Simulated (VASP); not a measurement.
Runs of VASP 6.6.1 on GaN. The structure is hexagonal, space group P6_3mc (No. 186). The conventional cell has a = 3.180 Å, b = 3.180 Å, c = 5.166 Å, α = 90.00°, β = 90.00°, γ = 120.00°. Ga (site symmetry 3m) is surrounded by 4 N at 1.94 to 1.95 Å. Around N (site symmetry 3m) lie 4 Ga at 1.94 to 1.95 Å. 

```tsv
level	potentials or basis	spin	k mesh	grid for exact exchange (PRECFOCK)	screening parameter	gap on the mesh (eV)	pressure (GPa)	largest force (eV/Å)
LDA	VASP PAW LDA potentials, release 64 (Ga_d, N)	off	8 × 8 × 5	-	-	(b)	-3.5	0.13
PBEsol	VASP PAW PBE potentials, release 64 (Ga_d, N)	off	8 × 8 × 5	-	-	1.93	0.8	0.13
PBEsol	VASP PAW PBE potentials, release 64 (Ga_d, N)	SOC, no magnetisation	8 × 8 × 5	-	-	-	0.8	0.13
HSE06	VASP PAW PBE potentials, release 64 (Ga_d, N)	off	6 × 6 × 4	Fast	0.2 1/A	3.27	0.9	0.15
PBE	VASP PAW PBE potentials, release 64 (Ga_d, N)	off	8 × 8 × 5	-	-	1.97	7.3	0.13
r2SCAN	VASP PAW PBE potentials, release 64 (Ga_d, N)	off	8 × 8 × 5	-	-	2.38	2.2	(a)
```

Alike in all rows: task single point; cell as given; cutoff (eV) 520; smearing fermi-dirac 0.02 eV.

Problem. Estimate the missing entries.

Solution. (a) 0.14; (b) 1.99.

Caveats: the PAW data sets were made with another functional, which shifts forces and pressure a little (some runs).

A k mesh can miss the band edges, and rows without SOC leave out spin-orbit coupling on Ga.
